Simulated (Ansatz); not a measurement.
**Au under changes of volume**

One of the cells (17.651 Å³/atom); the others are scaled copies at fixed shape and fractional positions:

```
Au
1.0
     1.41131   -2.55593    0.00000
     1.41131    2.55593    0.00000
     0.00000    0.00000    4.89317
Au
2
Direct
  0.33467 0.66533 0.25000
  0.66533 0.33467 0.75000
```

This isn't the form of Au at room conditions, which is fcc.

```yaml
Program: Ansatz 0.2.0
Functional: r2SCAN
Potentials_or_basis: Ansatz PAW
Cutoff: "500 eV (not typed: the program's choice for these potentials)"
k_mesh: 11 × 11 × 6
Occupations: fermi-dirac, width 0.05 eV
Spin: no spin polarisation
```

```csv
volume (Å³/atom),energy over the lowest point (meV/atom),pressure (GPa),largest force (eV/Å)
16.592,31.80,10.7,0.040
16.945,12.91,6.5,0.031
17.298,2.68,2.8,0.021
17.651,0.00,-0.4,0.013
18.004,3.92,-3.2,0.006
18.357,?,?,?
18.710,28.31,-7.7,0.004
```

Question: What does the run at 18.357 Å³/atom give?

Answer: Energy over the lowest point 13.59 meV/atom; pressure -5.6 GPa; largest force 0.000 eV/Å.

Worked out: A Birch-Murnaghan fit of order 3 (a polynomial in V^(-2/3)) to the other rows has its minimum at 17.61 Å³/atom with B0 = V·E''(V) = 152 GPa and B' = 5.8 at fixed shape and positions, which overstates the stiffness. It gives 13.61 meV/atom at 18.357 Å³/atom, against the run's 13.59, and -dE/dV = -5.6 GPa, against -5.6.

Energies are extrapolated to zero smearing.

Caveats: the PAW data sets come from PBE, with cores solved anew for the run's functional, which leaves a small shift of forces and pressure.
